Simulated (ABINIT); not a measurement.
Pt:

```xyz
1
Lattice="0.0000 1.9609 1.9609 1.9609 0.0000 1.9609 1.9609 1.9609 0.0000" Properties=species:S:1:pos:R:3 pbc="T T T"
Pt    0.0000    0.0000    0.0000
```

* Program: ABINIT 10.8.3 (patched build)
* Task: relaxation of cell and atoms
* Functional: LDA
* Potentials or basis: PseudoDojo NC SR LDA v0.4.1 standard
* Cutoff: 1088 eV
* k mesh: 9 × 9 × 9
* Occupations: fermi-dirac, width 0.05 eV
* Spin: no spin polarisation

At the start: pressure -7.2 GPa; volume 15.08 Å³/atom.

Q: Where does the relaxation end?

A: Over 4 steps the energy falls by 8.5 meV/atom and the volume is 14.71 Å³/atom (-2.4 %); space group Fm-3m (No. 225, to 0.05 Å).

The path:
```tsv
step	energy change (eV)	largest force (eV/Å)	pressure (GPa)	volume (Å³)
1	0.0000	0.0000	-7.20	15.08
2	-0.0084	0.0000	-0.81	14.75
3	-0.0085	0.0000	0.04	14.71
4	-0.0085	0.0000	0.00	14.71
```

Final structure:
```
Pt
1.0
     0.00000    1.94479    1.94479
     1.94479    0.00000    1.94479
     1.94479    1.94479    0.00000
Pt
1
Cartesian
  0.0000 0.0000 0.0000
```
